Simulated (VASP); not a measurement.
Sb:

```
Sb
1.0
    -1.57654    1.57654    2.71194
     1.57654   -1.57654    2.71194
     1.57654    1.57654   -2.71194
Sb
1
Direct
  0.00000 0.00000 0.00000
```

This isn't the form of Sb at room conditions, which is rhombohedral.

```yaml
Program: VASP 6.6.1
Task: relaxation of cell and atoms
Functional: rSCAN
Potentials_or_basis: VASP PAW PBE potentials, release 64 (Sb)
Cutoff: 600 eV
k_mesh: 12 × 12 × 12
Occupations: gaussian, width 0.05 eV
Spin: no spin polarisation
```

At the start: pressure 1.3 GPa; volume 26.96 Å³/atom.

Task: Where does the relaxation end?

Result: Over 14 steps the energy falls by 10.0 meV/atom and the volume is 27.78 Å³/atom (+3.0 %); space group I4/mmm (No. 139, to 0.05 Å).

Step by step:
```tsv
step	energy change (eV)	largest force (eV/Å)	pressure (GPa)	volume (Å³)
1	0.0000	0.0000	1.28	26.96
2	-0.0021	0.0000	-0.61	27.81
3	-0.0025	0.0000	-0.09	27.56
4	-0.0036	0.0000	-0.09	27.59
5	-0.0090	0.0000	0.11	27.66
6	-0.0069	0.0000	0.54	27.77
7	-0.0094	0.0000	0.28	27.72
8	-0.0100	0.0000	0.18	27.69
9	-0.0100	0.0000	0.18	27.70
10	-0.0098	0.0000	-0.33	27.95
11	-0.0100	0.0000	0.03	27.77
12	-0.0100	0.0000	0.03	27.77
13	-0.0100	0.0000	-0.01	27.78
14	-0.0100	0.0000	0.00	27.78
```

Final structure:
```
Sb
1.0
    -1.56667    1.56667    2.82951
     1.56667   -1.56667    2.82951
     1.56667    1.56667   -2.82951
Sb
1
Direct
  0.00000 0.00000 0.00000
```

Caveat: the PAW data sets were made with another functional, which shifts forces and pressure a little.
